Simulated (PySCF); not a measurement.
**`c1(C#C)ccccc1`, C8H6**

Molfile (atoms numbered from 1):
```
C8H6
     RDKit          3D

 14 14  0  0  0  0  0  0  0  0999 V2000
    2.2531    2.0653    1.6799 C   0  0  0  0  0  0  0  0  0  0  0  0
    1.4491    1.3786    1.0826 C   0  0  0  0  0  0  0  0  0  0  0  0
    0.5004    0.5673    0.3784 C   0  0  0  0  0  0  0  0  0  0  0  0
   -0.0278    0.9978   -0.8569 C   0  0  0  0  0  0  0  0  0  0  0  0
   -0.9508    0.2075   -1.5419 C   0  0  0  0  0  0  0  0  0  0  0  0
   -1.3606   -1.0195   -1.0092 C   0  0  0  0  0  0  0  0  0  0  0  0
   -0.8428   -1.4552    0.2153 C   0  0  0  0  0  0  0  0  0  0  0  0
    0.0806   -0.6715    0.9071 C   0  0  0  0  0  0  0  0  0  0  0  0
    2.9639    2.6727    2.2075 H   0  0  0  0  0  0  0  0  0  0  0  0
    0.2947    1.9561   -1.2694 H   0  0  0  0  0  0  0  0  0  0  0  0
   -1.3532    0.5516   -2.4981 H   0  0  0  0  0  0  0  0  0  0  0  0
   -2.0842   -1.6362   -1.5482 H   0  0  0  0  0  0  0  0  0  0  0  0
   -1.1608   -2.4131    0.6347 H   0  0  0  0  0  0  0  0  0  0  0  0
    0.4870   -1.0086    1.8630 H   0  0  0  0  0  0  0  0  0  0  0  0
  1  2  3  0
  2  3  1  0
  3  4  2  0
  4  5  1  0
  5  6  2  0
  6  7  1  0
  7  8  2  0
  8  3  1  0
  1  9  1  0
  4 10  1  0
  5 11  1  0
  6 12  1  0
  7 13  1  0
  8 14  1  0
M  END
```

Computed with PySCF 2.14.0, UKS B3LYP/def2-SVP four-point reorganisation energy, gas phase. Geometry: B3LYP/def2-SVP.

Task: What is the inner reorganisation energy for hole transfer, with the ionisation energy?

Result: λ = 0.119 (surface of the oxidised species) + 0.120 (surface of the starting species) = 0.239 eV. The ionisation energy is 8.57 eV vertical and 8.45 eV adiabatic without zero-point energy; at the relaxed geometry of the oxidised species the two energies differ by 8.33 eV. Largest bond changes: C2–C3 1.433 → 1.393 Å, C3–C4 1.411 → 1.441 Å, C8–C3 1.411 → 1.441 Å, C5–C6 1.399 → 1.418 Å, C6–C7 1.399 → 1.418 Å. ⟨S²⟩ of the relaxed oxidised species 0.768.
